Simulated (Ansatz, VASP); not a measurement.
**Rb in VASP and in Ansatz**

```
Rb
1.0
     0.00000    5.20888    5.20888
     5.20888    0.00000    5.20888
     5.20888    5.20888    0.00000
Rb
2
Direct
  0.50000 0.50000 0.50000
  0.75000 0.75000 0.75000
```

Alike in both runs: functional r2SCAN; k mesh 10 × 10 × 10; occupations gaussian, width 0.1 eV; no spin polarisation.

Ansatz relaxed the structure, and its values are those at the end. VASP's run is a single point on that final structure, the one shown.

|  | VASP | Ansatz |
| --- | --- | --- |
| version | VASP 6.6.1 | Ansatz 0.2.0 |
| potentials or method | VASP PAW PBE potentials, release 64 (Rb_sv) | scalar-relativistic, plane waves, PAW |
| plane-wave cutoff (eV) | 520 | 500 |
| valence electrons in the cell | 18 | 18 |

```csv
,VASP,Ansatz,Ansatz less VASP
gap on the k mesh at the Fermi level (eV),none,none,-
pressure (GPa),0.0,0.0,0.00
```

A gap of «none» marks a metal or a gap that the smearing closes.

Caveats: the PAW data sets were made with another functional, which shifts forces and pressure a little (VASP).
